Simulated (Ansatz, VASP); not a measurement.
**MgS in VASP and in Ansatz**

Contents of POSCAR:

```
MgS
1.0
    0.0000000000      2.6016500000      2.6016500000
    2.6016500000      0.0000000000      2.6016500000
    2.6016500000      2.6016500000      0.0000000000
Mg S
1 1
Direct
    0.0000000000      0.0000000000      0.0237817706
    0.5000000000      0.5000000000      0.5000000000
```

File INCAR.step1:

```
SYSTEM = MgS
PREC = Accurate
ENCUT = 520
ISMEAR = 0
SIGMA = 0.05
LREAL = .False.
LASPH = .True.
NELM = 100
NBANDS = 11
GGA = PE
ALGO = Normal
EDIFF = 1E-4
LWAVE = .True.
LCHARG = .False.
```

File INCAR.step2:

```
SYSTEM = MgS
PREC = Accurate
ENCUT = 520
EDIFF = 1E-6
ISMEAR = 0
SIGMA = 0.05
LREAL = .False.
LASPH = .True.
NELM = 100
ALGO = Normal
ISIF = 2
LWAVE = .False.
LCHARG = .False.
METAGGA = R2SCAN
LMIXTAU = .True.
NBANDS = 11
ISTART = 1
```

KPOINTS

```
regular mesh
0
Gamma
  8 8 8
  0 0 0
```

Input for Ansatz:

```yaml
crystal:
  lattice:
    - [0.0, 2.60165, 2.60165]
    - [2.60165, 0.0, 2.60165]
    - [2.60165, 2.60165, 0.0]
  atoms:
    - { symbol: Mg, position: [0.0, 0.0, 0.0237817706] }
    - { symbol: S, position: [0.5, 0.5, 0.5] }
basis:
  ecutwfc: 500
kpoints:
  mp_grid: { grid: [8, 8, 8] }
hamiltonian:
  xc: r2scan
scf:
  occupations: { method: gaussian, width: 0.05 }
output:
  forces: true
  stress: true
  eigenvalues: true
```

Change from the starting cell: all Mg atoms moved +0.087 Å, as atom 1 along Cartesian [1 1 0].

Alike in both runs: task single point; functional r2SCAN; k mesh 8 × 8 × 8; occupations gaussian, width 0.05 eV; no spin polarisation.

```csv
,VASP,Ansatz
version,VASP 6.6.1,Ansatz 0.2.0
potentials or method,"VASP PAW PBE potentials, release 64 (Mg, S)","scalar-relativistic, plane waves, PAW"
plane-wave cutoff (eV),520,500
valence electrons in the cell,8,16
```

|  | VASP | Ansatz | Ansatz less VASP |
| --- | --- | --- | --- |
| gap on the k mesh at the Fermi level (eV) | 3.44 | 3.46 | +0.029 |
| least direct gap on the mesh (eV) | 4.61 | 4.64 | +0.026 |
| pressure (GPa) | -0.2 | 0.3 | +0.46 |
| largest component of the traceless stress (GPa) | 0.33 | 0.32 | -0.001 |
| rms of the force components (eV/Å) | 0.143 | 0.146 | +0.0023 |

Atom by atom the forces differ by 0.002 eV/Å (rms over components). The functional is the same, so the differences come from potentials, cutoffs and numerics. The two sets of potentials don't hold the same shells in valence.

Caveats: the PAW data sets were made with another functional, which shifts forces and pressure a little (VASP). A k mesh can miss the band edges.
